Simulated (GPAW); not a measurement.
# Ni (Fm-3m) in GPAW: further runs

Aim: see how the results for Ni move with the level of theory and the settings. Levels: r2SCAN, PBEsol, PBE, SOGGA. Tasks: equation of state, band structure.

Program: GPAW 26.7.0. These are calculated values, not measurements. Logs are shortened: lines on timing, memory, paths and dates and some standing lists are left out, and cuts for length are marked. The log counts tension as positive stress, the text compression.

### Step 1. Starting point

Symmetry: Fm-3m, No. 225, cubic system. Conventional cell: a = 3.475 Å, b = 3.475 Å, c = 3.475 Å, α = 90.00°, β = 90.00°, γ = 90.00°. Ni (site symmetry m-3m) has 12 Ni at 2.46 Å as nearest neighbours.

### Step 2. Equation of state, r2SCAN, collinear spin, ferromagnetic start

run.py

```python
from ase.eos import EquationOfState
from ase.io import Trajectory, read
from ase.units import GPa
from gpaw import GPAW, PW

atoms = read('Ni.xyz')
atoms.set_initial_magnetic_moments([1.0])

traj = Trajectory('eos.traj', 'w')
volumes, energies = [], []
for x in [0.94, 0.96, 0.98, 1.0, 1.02, 1.04, 1.06]:
    a = atoms.copy()
    a.set_cell(atoms.cell * x**(1 / 3), scale_atoms=True)
    calc = GPAW(mode=PW(600),
                xc='MGGA_X_R2SCAN+MGGA_C_R2SCAN',
                kpts={'size': (11, 11, 11), 'gamma': True},
                occupations={'name': 'fermi-dirac', 'width': 0.05},
                nbands=17,
                convergence={'density': 1e-05, 'energy': 1e-05},
                maxiter=150,
                txt=f'eos-{x:.2f}.txt')
    a.calc = calc
    energies.append(a.get_potential_energy(force_consistent=True))
    volumes.append(a.get_volume())
    p = -a.get_stress()[:3].mean() / GPa
    calc.write(f'eos-{x:.2f}.gpw')
    traj.write(a)
    print(f'{x:.2f} {volumes[-1]:10.4f} A^3 {energies[-1]:14.6f} eV {p:9.3f} GPa', flush=True)

v0, e0, B = EquationOfState(volumes, energies, eos='birchmurnaghan').fit()
print(f'V0 = {v0:.4f} A^3, E0 = {e0:.6f} eV, B0 = {B / GPa:.2f} GPa')
```

Ni.xyz

```xyz
1
Lattice="0.0000000000 1.7375729330 1.7375729330 1.7375729330 0.0000000000 1.7375729330 1.7375729330 1.7375729330 0.0000000000" Properties=species:S:1:pos:R:3 pbc="T T T"
Ni     0.0000000000      0.0000000000      0.0000000000
```

Potentials or basis: GPAW PAW data sets (gpaw-data 1.2.1), pw.

The run is started by

```sh
$ OMP_NUM_THREADS=1 python run.py
```

Log:

```text
__  _  _
 | _ |_)|_||  |
 |__||  | ||/\| - 26.7.0

Input parameters:
  mode=PW(ecut=600.0),
  convergence={'density': 1e-05, 'energy': 1e-05},
  kpts=MonkhorstPack(size=(11, 11, 11), gamma=True),
  maxiter=150,
  nbands=17,
  occupations=Occupations(name='fermi-dirac', width=0.05),
  xc=XC(name='MGGA_X_R2SCAN+MGGA_C_R2SCAN')

Diagonalizing LCAO Hamiltonian
Converting LCAO to pw mode

       Ni

Atoms  # Å, Bohr magnetons
|   | symbol |        x |        y |        z |    initial magnetic moments |
|---|--------|----------|----------|----------|-----------------------------|
| 0 |     Ni | 0.000000 | 0.000000 | 0.000000 | ( 0.0000,  0.0000,  1.0000) |

Unit cell  # Å
| periodic |        x |        y |        z |  lengths |    angles |
|----------|----------|----------|----------|----------|-----------|
|      yes | 0.000000 | 1.725911 | 1.725911 | 2.440807 | 60.000000 |
|      yes | 1.725911 | 0.000000 | 1.725911 | 2.440807 | 60.000000 |
|      yes | 1.725911 | 1.725911 | 0.000000 | 2.440807 | 60.000000 |

Number of symmetries: 48
Symmetry operations  # r_c * U_cc + t_c -> r_c
|    | kind |            matrix            |
|----|------|------------------------------|
|  0 |  σ   |  1, 0, 0,  1, 0,-1,  1,-1, 0 |
|  1 |  C2  |  1, 0, 0,  1,-1, 0,  1, 0,-1 |
|  2 |  E   |  1, 0, 0,  0, 1, 0,  0, 0, 1 |
|  3 |  σ   |  1, 0, 0,  0, 0, 1,  0, 1, 0 |
|  4 |  C4  |  1, 0,-1,  1, 0, 0,  1,-1, 0 |
|  5 |  S6  |  1, 0,-1,  1,-1, 0,  1, 0, 0 |
|  6 |  σ   |  1, 0,-1,  0, 1,-1,  0, 0,-1 |
|  7 |  C3  |  1, 0,-1,  0, 0,-1,  0, 1,-1 |
|  8 |  S6  |  1,-1, 0,  1, 0, 0,  1, 0,-1 |
|  9 |  C4  |  1,-1, 0,  1, 0,-1,  1, 0, 0 |
| 10 |  C3  |  1,-1, 0,  0,-1, 1,  0,-1, 0 |
| 11 |  σ   |  1,-1, 0,  0,-1, 0,  0,-1, 1 |
| 12 |  σ   |  0, 1, 0,  1, 0, 0,  0, 0, 1 |
| 13 |  C4  |  0, 1, 0,  0, 1,-1, -1, 1, 0 |
| 14 |  C3  |  0, 1, 0,  0, 0, 1,  1, 0, 0 |
| 15 |  S6  |  0, 1, 0, -1, 1, 0,  0, 1,-1 |
| 16 |  C2  |  0, 1,-1,  1, 0,-1,  0, 0,-1 |
| 17 |  σ   |  0, 1,-1,  0, 1, 0, -1, 1, 0 |
| 18 |  S4  |  0, 1,-1,  0, 0,-1,  1, 0,-1 |
| 19 |  C4  |  0, 1,-1, -1, 1, 0,  0, 1, 0 |
| 20 |  C3  |  0, 0, 1,  1, 0, 0,  0, 1, 0 |
| 21 |  σ   |  0, 0, 1,  0, 1, 0,  1, 0, 0 |
| 22 |  S6  |  0, 0, 1,  0,-1, 1, -1, 0, 1 |
| 23 |  C4  |  0, 0, 1, -1, 0, 1,  0,-1, 1 |
| 24 |  S4  |  0, 0,-1,  1, 0,-1,  0, 1,-1 |
| 25 |  C3  |  0, 0,-1,  0, 1,-1,  1, 0,-1 |
| 26 |  C2  |  0, 0,-1,  0,-1, 0, -1, 0, 0 |
| 27 |  S6  |  0, 0,-1, -1, 0, 0,  0,-1, 0 |
| 28 |  S4  |  0,-1, 1,  1,-1, 0,  0,-1, 0 |
| 29 |  C4  |  0,-1, 1,  0, 0, 1, -1, 0, 1 |
| 30 |  C2  |  0,-1, 1,  0,-1, 0,  1,-1, 0 |
| 31 |  σ   |  0,-1, 1, -1, 0, 1,  0, 0, 1 |
| 32 |  C3  |  0,-1, 0,  1,-1, 0,  0,-1, 1 |
| 33 |  S6  |  0,-1, 0,  0, 0,-1, -1, 0, 0 |
| 34 |  S4  |  0,-1, 0,  0,-1, 1,  1,-1, 0 |
| 35 |  C2  |  0,-1, 0, -1, 0, 0,  0, 0,-1 |
| 36 |  C2  | -1, 1, 0,  0, 1, 0,  0, 1,-1 |
| 37 |  S6  | -1, 1, 0,  0, 1,-1,  0, 1, 0 |
| 38 |  S4  | -1, 1, 0, -1, 0, 1, -1, 0, 0 |
| 39 |  C3  | -1, 1, 0, -1, 0, 0, -1, 0, 1 |
| 40 |  S6  | -1, 0, 1,  0, 0, 1,  0,-1, 1 |
| 41 |  C2  | -1, 0, 1,  0,-1, 1,  0, 0, 1 |
| 42 |  C3  | -1, 0, 1, -1, 1, 0, -1, 0, 0 |
| 43 |  S4  | -1, 0, 1, -1, 0, 0, -1, 1, 0 |
| 44 |  C2  | -1, 0, 0,  0, 0,-1,  0,-1, 0 |
| 45 |  i   | -1, 0, 0,  0,-1, 0,  0, 0,-1 |
| 46 |  σ   | -1, 0, 0, -1, 1, 0, -1, 0, 1 |
| 47 |  C2  | -1, 0, 0, -1, 0, 1, -1, 1, 0 |

BZ-sampling:
  Number of BZ points: 1331
  Number of IBZ points: 56

  Monkhorst-Pack size: [11, 11, 11]
  Monkhorst-Pack shift: [0, 0, 0]

K-points  # in reciprocal-cell coordinates
|     |                                coordinates |     weight |
|-----|--------------------------------------------|------------|
|   0 | (  0.00000000,   0.00000000,   0.00000000) | 0.00075131 |
|   1 | (  0.09090909,   0.09090909,   0.00000000) | 0.00450789 |
|   2 | (  0.09090909,   0.09090909,   0.09090909) | 0.00601052 |
|   3 | (  0.18181818,   0.09090909,   0.09090909) | 0.00901578 |
|   4 | (  0.18181818,   0.18181818,   0.00000000) | 0.00450789 |
|   5 | (  0.18181818,   0.18181818,   0.09090909) | 0.01803156 |
|   6 | (  0.18181818,   0.18181818,   0.18181818) | 0.00601052 |
|   7 | (  0.27272727,   0.18181818,   0.09090909) | 0.01803156 |
|   8 | (  0.27272727,   0.18181818,   0.18181818) | 0.01803156 |
|   9 | (  0.27272727,   0.27272727,   0.00000000) | 0.00450789 |
| ... |                                            |            |
|  55 | (  0.45454545,   0.45454545,   0.45454545) | 0.00601052 |

Plane wave coefficients: 350
Cutoff: 600.0 eV

Spin-components: 2 (collinear spins)
Bands:           17
Projectors:      6
Spin-degeneracy: 1
Datatype:        complex128

Parallelization:
  kpt:    1
  domain: 1
  band:   1

Density:
  Valence electrons: 16.0
  Components: 2
  Grid points: [14 14 14]
  Charge: 0.0  # |e|

Potential:
  Grid points: [14 14 14]

species:
  Ni:
    name:    Nickel
    Z:       28.0
    valence: 16
    core:    12
    charge:  0.0  # [|e|]
    compensation charges:
      type: gauss
      rc: 0.36  # [Å]
      lmax: 2
    cutoffs:
      filter: 2.14  # [Å]
      core: 1.98  # [Å]
    projectors
    | kind |    occ | energy [eV] | rcut [Å] |
    |------|--------|-------------|----------|
    |   4s |  2.000 |      -5.642 |    1.164 |
    |   3p |  6.000 |     -71.394 |    1.207 |
    |   4p |  0.000 |      -1.226 |    1.207 |
    |   3d |  8.000 |      -8.875 |    1.138 |
    |    s |        |      21.570 |    1.164 |
    |    d |        |      18.337 |    1.138 |

    Using partial waves for Ni as LCAO basis

Reference energy: -41367.998447  # eV

eigensolver:
  PPCG
  Converge bands: occupied
  niter=2

density mixing:
  MSR1-Mixer
  Pratt-step length: 0.05
  Maximum mixing coefficient: 0.75
  Old densities: 10
  SVD Regularization: 0.005
  Good broyden scale: 1.0
  Trust region scale: 1.0
  Backstep threshold: 4.0
  History deletion threshold: 6.0
  Fourier metric: weight=20.0, sigma=0.015

occupation numbers:
  Fermi-Dirac:
    width: 0.0500  # eV

poisson solver:
  ecut: 4800.0  # eV

xc functional:
  name: MGGA_X_R2SCAN+MGGA_C_R2SCAN with 2 nearest neighbor stencil

convergence criteria:
- Maximum integral of absolute [dens]ity change: 1e-05 electrons / valence electron
- Maximum [total energy] change in last 3 cyles: 1e-05 eV / valence electron
- Maximum integral of absolute [eigenst]ate change: 4e-08 eV^2 / valence electron
maximum number of iterations: 150

SCF iterations
|iter     | |      energy | eigst |  dens |  magmom |
|---------|-|-------------|-------|-------|---------|
|iter:   1| |  -13.857201 | -0.06 |       |  +1.0009|
|iter:   2| |  -12.652025 | -1.84 | -1.67 |  +0.9920|
|iter:   3| |  -14.149397 | -0.87 | -1.52 |  -0.6426|
|iter:   4| |  -12.548729 | -0.86 | -0.54 |  +0.7635|
|iter:   5| |  -12.784215 | -2.82 | -1.95 |  +0.7989|
|iter:   6| |  -12.780758 | -4.92 | -1.85 |  +0.8048|
|iter:   7| |  -12.781311 | -6.09 | -1.86 |  +0.7971|
|iter:   8| |  -12.786265 | -3.92 | -1.88 |  +0.7069|
|iter:   9| |  -12.787922 | -3.54 | -2.13 |  +0.6195|
|iter:  10| |  -12.791486 | -4.45 | -2.15 |  +0.6337|
|iter:  11| |  -12.794519 | -4.91 | -2.10 |  +0.6034|
|iter:  12| |  -12.799322 | -4.81 | -1.99 |  +0.5940|
|iter:  13| |  -12.799208 | -5.18 | -1.88 |  +0.5919|
|iter:  14| |  -12.789270 | -4.11 | -1.88 |  +0.6503|
|iter:  15| |  -12.790001 | -4.06 | -2.44 |  +0.6718|
|iter:  16| |  -12.790813 | -4.74 | -2.61 |  +0.6825|
|iter:  17| |  -12.791379 | -5.54 | -2.94 |  +0.6870|
|iter:  18| |  -12.792343 | -4.66 | -3.03 |  +0.7005|
|iter:  19| |  -12.792751 | -4.46 | -3.21 |  +0.7203|
|iter:  20| |  -12.792866 | -5.41 | -3.13 |  +0.7326|
|iter:  21| |  -12.792891c| -7.29 | -3.81 |  +0.7359|
|iter:  22| |  -12.792876c| -7.36 | -4.39 |  +0.7345|
|iter:  23| |  -12.792885c| -7.89c| -4.61 |  +0.7356|
|iter:  24| |  -12.792882c| -8.65c| -5.13c|  +0.7351|

Converged in 24 steps
Energy contributions relative to reference atoms: (reference = -41367.998447)

Energy contributions:
  Kinetic:          16.696068
  Coulomb:         -13.571765
  Zero:              0.069822
  External:          0.000000
  Xc:              -15.981031
  Entropy:          -0.011952
  Spinorbit:         0.000000
  ----------------------------
  Free energy:     -12.798858
  Extrapolated:    -12.792882

dipole moment: (-7.063478, -7.063478, -7.063478)  # |e|*Ang

Total magnetic moment: (0.000000, 0.000000, 0.735149)

Local magnetic moments
|        x |        y |        z |
|----------|----------|----------|
| 0.000000 | 0.000000 | 0.802447 |  # Ni   0

Fermi level: 9.344
Eigenvalues  # (at kpt = [0.000, 0.000, 0.000])
| band index |      eig [eV] | occ [0-1] |      eig [eV] | occ [0-1] |
|------------|---------------|-----------|---------------|-----------|
|          0 |       -57.380 |     1.000 |       -56.013 |     1.000 |
|          1 |       -57.380 |     1.000 |       -56.013 |     1.000 |
|          2 |       -57.380 |     1.000 |       -56.013 |     1.000 |
|          3 |        -0.722 |     1.000 |        -1.112 |     1.000 |
|          4 |         6.111 |     1.000 |         7.502 |     1.000 |
|          5 |         6.111 |     1.000 |         7.502 |     1.000 |
|          6 |         6.111 |     1.000 |         7.502 |     1.000 |
|          7 |         7.533 |     1.000 |         8.345 |     1.000 |
|          8 |         7.533 |     1.000 |         8.345 |     1.000 |
|          9 |        34.539 |     0.000 |        33.882 |     0.000 |
|         10 |        38.701 |     0.000 |        38.753 |     0.000 |
|         11 |        38.701 |     0.000 |        38.753 |     0.000 |
|         12 |        38.701 |     0.000 |        38.753 |     0.000 |
|         13 |        41.306 |     0.000 |        41.465 |     0.000 |
|         14 |        41.306 |     0.000 |        41.465 |     0.000 |
|         15 |        41.306 |     0.000 |        41.465 |     0.000 |
|         16 |        44.969 |     0.000 |        44.974 |     0.000 |

No gap
No difference between direct/indirect transitions

Stress tensor  # eV/Ang^3
|         x |         y |         z |
|-----------|-----------|-----------|
| -0.059031 | -0.000000 | -0.000000 |
| -0.000000 | -0.059031 |  0.000000 |
| -0.000000 |  0.000000 | -0.059031 |

# Writing to eos-0.98.gpw (mode='')
```

Wall time 6.1 min (1 thread of AMD EPYC 9R14 (Zen 4), shared host); peak memory 0.58 GiB.

Results:

```
Equilibrium volume : 10.73 Å³/atom (rough: see the caveat)
Bulk modulus       : 205 GPa (rough)
```

Energy against volume, from the lowest point:
```csv
volume (Å³/atom),energy (meV/atom)
9.862,51.14
10.072,28.38
10.282,12.73
10.492,3.42
10.702,0.00
10.912,1.84
11.122,8.56
```

Caveat: the points scatter about the fit; the PAW data sets were made with another functional, which shifts forces and pressure a little.

### Step 3. Band structure, PBEsol, collinear spin, ferromagnetic start

run.py

```python
from ase.dft.bandgap import bandgap
from ase.io import read, write
from ase.units import GPa
from gpaw import GPAW, PW, setup_paths

setup_paths.insert(0, '.')

atoms = read('Ni.cif')
atoms.set_initial_magnetic_moments([1.0])

calc = GPAW(mode=PW(600),
            xc='PBEsol',
            kpts={'size': (11, 11, 11), 'gamma': True},
            occupations={'name': 'fermi-dirac', 'width': 0.05},
            nbands=17,
            convergence={'density': 1e-05, 'energy': 1e-05},
            maxiter=150,
            txt='gpaw.txt')
atoms.calc = calc
energy = atoms.get_potential_energy()
forces = atoms.get_forces()
stress = atoms.get_stress()
calc.write('gs.gpw')
write('result.traj', atoms)
print(f'Energy: {energy:.6f} eV')
print('Forces (eV/A):')
print(forces.round(4))
print('Stress (GPa):', (stress / GPa).round(3))
print('Moments:', calc.get_magnetic_moments().round(3))
print('Fermi level:', round(calc.get_fermi_level(), 4), 'eV')
print(f'Gap: {bandgap(calc)[0]:.4f} eV, direct: {bandgap(calc, direct=True)[0]:.4f} eV')

path = atoms.cell.bandpath('GXWKGLUWLK,UX', npoints=100, eps=1e-4)
bs_calc = calc.fixed_density(kpts=path, symmetry='off', nbands=25,
                             convergence={'bands': 'CBM+6.0', 'eigenstates': 1e-6}, txt='bands.txt')
bs = bs_calc.band_structure()
bs.write('bs.json')
print(f'Gap on the path: {bandgap(bs_calc)[0]:.4f} eV')
```

Ni.cif

```cif
data_Ni
_cell_length_a 2.45729921
_cell_length_b 2.45729921
_cell_length_c 2.45729921
_cell_angle_alpha 60.00000000
_cell_angle_beta 60.00000000
_cell_angle_gamma 60.00000000
_space_group_name_H-M_alt 'P1'
_space_group_name_Hall 'P 1'
_space_group_IT_number 1
loop_
_space_group_symop_operation_xyz
'x,y,z'
loop_
_atom_site_label
_atom_site_type_symbol
_atom_site_symmetry_multiplicity
_atom_site_Wyckoff_symbol
_atom_site_fract_x
_atom_site_fract_y
_atom_site_fract_z
_atom_site_occupancy
Ni1 Ni 1 a 0.0000000000 0.0000000000 0.0000000000 1
```

Potentials or basis: PAW data sets generated in the run's folder for this functional, pw.

The run is started by

```sh
$ gpaw-setup -f PBEsol Ni
$ OMP_NUM_THREADS=1 python run.py
```

Run time: 19 s. Hardware: 1 thread of AMD EPYC 9R14 (Zen 4), shared host; peak memory 0.19 GiB.

It converged, with:

- Free energy: -7.9554 eV
- Pressure: 0.3 GPa
- Band gap along the path: none (metal or under the smearing width)
- Net moment: 0.58 μB per cell
- Site moments: Ni +0.61 μB

Levels at the corners of the path, in eV from the Fermi level:
Spin up:
```tsv
point	band 6	band 7	band 8	band 9	band 10
Γ	-2.55	-2.55	-1.29	-1.29	23.94
X	-0.51	-0.39	-0.39	2.23	9.56
W	-3.27	-1.38	-0.39	7.85	7.85
K	-2.25	-1.13	-0.67	5.79	7.41
Γ	-2.55	-2.55	-1.29	-1.29	23.94
L	-2.55	-0.61	-0.55	-0.55	5.95
U	-2.25	-1.13	-0.67	5.79	7.41
W	-3.27	-1.38	-0.39	7.85	7.85
L	-2.55	-0.61	-0.55	-0.55	5.95
K	-2.25	-1.13	-0.67	5.79	7.41
U	-2.25	-1.13	-0.67	5.79	7.41
X	-0.51	-0.39	-0.39	2.23	9.56
```
Spin down:
| point | band 5 | band 6 | band 7 | band 8 | band 9 | band 10 |
| --- | --- | --- | --- | --- | --- | --- |
| Γ | -1.87 | -1.87 | -1.87 | -0.71 | -0.71 | 23.79 |
| X | -3.89 | 0.10 | 0.40 | 0.40 | 2.21 | 9.82 |
| W | -2.72 | -2.72 | -0.83 | 0.40 | 8.04 | 8.04 |
| K | -3.47 | -1.70 | -0.55 | 0.10 | 6.01 | 7.60 |
| Γ | -1.87 | -1.87 | -1.87 | -0.71 | -0.71 | 23.79 |
| L | -1.97 | -1.97 | -0.65 | 0.16 | 0.16 | 6.36 |
| U | -3.47 | -1.70 | -0.55 | 0.10 | 6.01 | 7.60 |
| W | -2.72 | -2.72 | -0.83 | 0.40 | 8.04 | 8.04 |
| L | -1.97 | -1.97 | -0.65 | 0.16 | 0.16 | 6.36 |
| K | -3.47 | -1.70 | -0.55 | 0.10 | 6.01 | 7.60 |
| U | -3.47 | -1.70 | -0.55 | 0.10 | 6.01 | 7.60 |
| X | -3.89 | 0.10 | 0.40 | 0.40 | 2.21 | 9.82 |

Caveat: the stock nickel data set gives pressures a few GPa off other programs.

### Step 4. Band structure, PBE, collinear spin, ferromagnetic start

Changes to run.py since step 3:

```diff
@@ -1,9 +1,13 @@
 from ase.dft.bandgap import bandgap
-from ase.io import read, write
+from ase.io import write
+from ase.spacegroup import crystal
 from ase.units import GPa
-from gpaw import GPAW, PW, setup_paths
+from gpaw import GPAW, PW
 
-setup_paths.insert(0, '.')
-
-atoms = read('Ni.cif')
+# Ni 4a
+atoms = crystal(['Ni'],
+                basis=[[0.0, 0.0, 0.0]],
+                spacegroup=225, setting=1,  # Fm-3m
+                cellpar=[3.47514587, 3.47514587, 3.47514587, 90.0, 90.0, 90.0],
+                primitive_cell=True)
 atoms.set_initial_magnetic_moments([1.0])
@@ -11,3 +15,3 @@
 calc = GPAW(mode=PW(600),
-            xc='PBEsol',
+            xc='PBE',
             kpts={'size': (11, 11, 11), 'gamma': True},
@@ -32,3 +36,3 @@
 
-path = atoms.cell.bandpath('GXWKGLUWLK,UX', npoints=100, eps=1e-4)
+path = atoms.cell.bandpath('GXWKGLUWLK,UX', npoints=60, eps=1e-4)
 bs_calc = calc.fixed_density(kpts=path, symmetry='off', nbands=25,
```

Potentials or basis: GPAW PAW data sets (gpaw-data 1.2.1), pw.

The run is started by

```sh
$ OMP_NUM_THREADS=1 python run.py
```

Wall time 16 s (1 thread of AMD EPYC 9R14 (Zen 4), shared host); peak memory 0.17 GiB.

It converged, with:

```yaml
Free_energy: -7.2799 eV
Pressure: 10.2 GPa
Band_gap_along_the_path: none (metal or under the smearing width)
Net_moment: 0.58 μB per cell
Site_moments: Ni +0.61 μB
```

Levels at the corners of the path, in eV from the Fermi level:
Spin up:
```tsv
point	band 5	band 6	band 7	band 8	band 9	band 10
Γ	-2.56	-2.56	-2.56	-1.30	-1.30	23.94
X	-4.44	-0.52	-0.41	-0.41	2.27	9.57
W	-3.27	-3.27	-1.38	-0.41	7.88	7.88
K	-3.96	-2.25	-1.13	-0.69	5.81	7.43
Γ	-2.56	-2.56	-2.56	-1.30	-1.30	23.94
L	-2.55	-2.55	-0.58	-0.56	-0.56	5.96
U	-3.96	-2.25	-1.13	-0.69	5.81	7.43
W	-3.27	-3.27	-1.38	-0.41	7.88	7.88
L	-2.55	-2.55	-0.58	-0.56	-0.56	5.96
K	-3.96	-2.25	-1.13	-0.69	5.81	7.43
U	-3.96	-2.25	-1.13	-0.69	5.81	7.43
X	-4.44	-0.52	-0.41	-0.41	2.27	9.57
```
Spin down:
```tsv
point	band 4	band 5	band 6	band 7	band 8	band 9	band 10
Γ	-9.50	-1.85	-1.85	-1.85	-0.74	-0.74	23.75
X	-4.64	-3.87	0.07	0.42	0.42	2.22	9.82
W	-3.68	-2.71	-2.71	-0.85	0.42	8.06	8.06
K	-3.85	-3.46	-1.68	-0.58	0.12	6.02	7.61
Γ	-9.50	-1.85	-1.85	-1.85	-0.74	-0.74	23.75
L	-4.73	-1.97	-1.97	-0.65	0.16	0.16	6.38
U	-3.85	-3.46	-1.68	-0.58	0.12	6.02	7.61
W	-3.68	-2.71	-2.71	-0.85	0.42	8.06	8.06
L	-4.73	-1.97	-1.97	-0.65	0.16	0.16	6.38
K	-3.85	-3.46	-1.68	-0.58	0.12	6.02	7.61
U	-3.85	-3.46	-1.68	-0.58	0.12	6.02	7.61
X	-4.64	-3.87	0.07	0.42	0.42	2.22	9.82
```

Caveat: the stock nickel data set gives pressures a few GPa off other programs.

[end of part 1 of 2]
